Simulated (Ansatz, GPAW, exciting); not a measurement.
## CaO: programs and potentials compared

```
CELL_PARAMETERS angstrom
0.00000 2.40356 2.40356
2.40356 0.00000 2.40356
2.40356 2.40356 0.00000
ATOMIC_POSITIONS crystal
Ca 0.00000 0.00000 0.00000
O 0.50000 0.50000 0.50000
```

The cell is a database's computed one, not the measured one.

Alike in all runs: task single point; functional PBE; k mesh 10 × 10 × 10; occupations gaussian, width 0.011 eV; no spin polarisation; no spin-orbit coupling. Pressure is positive in compression and, in plane waves, holds the error of the finite cutoff.

```csv
program and potentials,plane-wave cutoff (eV),notes,band gap (eV),pressure (GPa)
"exciting, all-electron LAPW+lo, shipped species files, valence relativity iora*",-,-,3.66,-
"GPAW, GPAW PAW data sets (gpaw-data 1.2.1)",800,-,3.69,2.16
"Ansatz, all-electron LAPW, scalar-relativistic",-,-,3.65,1.60
```

The band gap spans 3.65 (Ansatz, all-electron LAPW, scalar-relativistic) to 3.69 eV (GPAW, GPAW PAW data sets (gpaw-data 1.2.1)), with all-electron results at 3.65 to 3.66. The pressure spans 1.60 (Ansatz, all-electron LAPW, scalar-relativistic) to 2.16 GPa (GPAW, GPAW PAW data sets (gpaw-data 1.2.1)), with all-electron results at 1.60. The gap is indirect and read on the mesh alone.

Differences between rows come from potentials, basis sets and numerical settings, since the functional is the same but for its coding. Runs on potential files found faulty are left out.
